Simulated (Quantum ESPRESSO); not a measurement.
## LiH under changes of volume

One of the cells (8.449 Å³/atom); the others are scaled copies at fixed shape and fractional positions:

```
Li H
1.0
     0.00000    2.03675    2.03675
     2.03675    0.00000    2.03675
     2.03675    2.03675    0.00000
Li H
1 1
Cartesian
  0.0000 0.0000 0.0000
  2.0368 2.0368 2.0368
```

- Program: Quantum ESPRESSO 7.5
- Functional: r2SCAN
- Potentials or basis: SG15 PBE 1.2
- Cutoff: 952 eV
- Density cutoff: 3810 eV
- k mesh: 8 × 8 × 8
- Occupations: fermi-dirac, width 0.05 eV
- Spin: no spin polarisation

```csv
volume (Å³/atom),energy over the lowest point (meV/atom),pressure (GPa),gap on the mesh (eV)
7.942,?,?,?
8.111,0.00,0.0,3.66
8.280,0.27,-0.7,3.67
8.449,1.27,-1.4,3.68
8.618,2.93,-2.0,3.69
8.787,5.20,-2.5,3.70
8.956,8.03,-3.0,3.71
```

**Question.** What does the run at 7.942 Å³/atom give?

**Answer.** Energy over the lowest point 0.53 meV/atom; pressure 0.8 GPa; gap on the mesh 3.65 eV.

Worked out: A Birch-Murnaghan fit of order 3 (a polynomial in V^(-2/3)) to the other rows has its minimum at 8.14 Å³/atom with B0 = V·E''(V) = 36 GPa and B' = 3.2. It gives 0.52 meV/atom at 7.942 Å³/atom, against the run's 0.53, and -dE/dV = 0.9 GPa, against 0.8. A straight line through the other rows of the gap, of slope 0.505 eV per unit of ln V (its deformation potential), extrapolates to 3.65 eV, against the run's 3.65.

Energies are extrapolated to zero smearing.

Caveats: the potentials were made for another functional, which shifts forces and pressure.

A mesh can miss the band edges.
